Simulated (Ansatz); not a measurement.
# HfO2 in Ansatz: the effect of pseudo set

The system is HfO2.

```
Hf O
1.0
     5.21946    0.00000    0.00000
     0.00000    5.00476    0.00000
     0.00000    0.00000    5.03269
Hf O
4 8
Cartesian
  5.0472 3.6661 3.7314
  2.7820 3.6661 1.2151
  2.4375 1.3387 3.7314
  0.1723 1.3387 1.2151
  3.2994 4.6477 4.4251
  4.5298 4.6477 1.9087
  1.2211 2.7020 2.4776
  1.3886 2.7020 4.9939
  3.9984 2.3028 4.9939
  3.8308 2.3028 2.4776
  0.6896 0.3571 4.4251
  1.9201 0.3571 1.9087
```

Measurements of this composition are mostly on another form, of space group No. 14.

Alike in all runs:

```yaml
Program: Ansatz 0.2.0
Task: single point
Functional: PBE
k_mesh: 5 × 6 × 5
Occupations: fermi-dirac, width 0.05 eV
Spin: no spin polarisation
```

```tsv
pseudo set	cutoff	pressure (GPa)
Ansatz PAW	420 eV (not typed: the program's choice for these potentials)	9.8
Ansatz PAW accurate	900 eV	9.8
JTH PAW	1380 eV (not typed: the program's choice for these potentials)	7.0
SPMS NC	1034 eV (not typed: the program's choice for these potentials)	7.4
PseudoDojo standard	1143 eV	7.2
PseudoDojo stringent	1796 eV	?
Ansatz PAW earlier set	930 eV (not typed: the program's choice for these potentials)	9.8
Ansatz NC	1240 eV (not typed: the program's choice for these potentials)	9.7
```

Task: What does the run with pseudo set PseudoDojo stringent give?

Result: Pressure 8.9 GPa.

The runs don't all hold the same shells in valence.
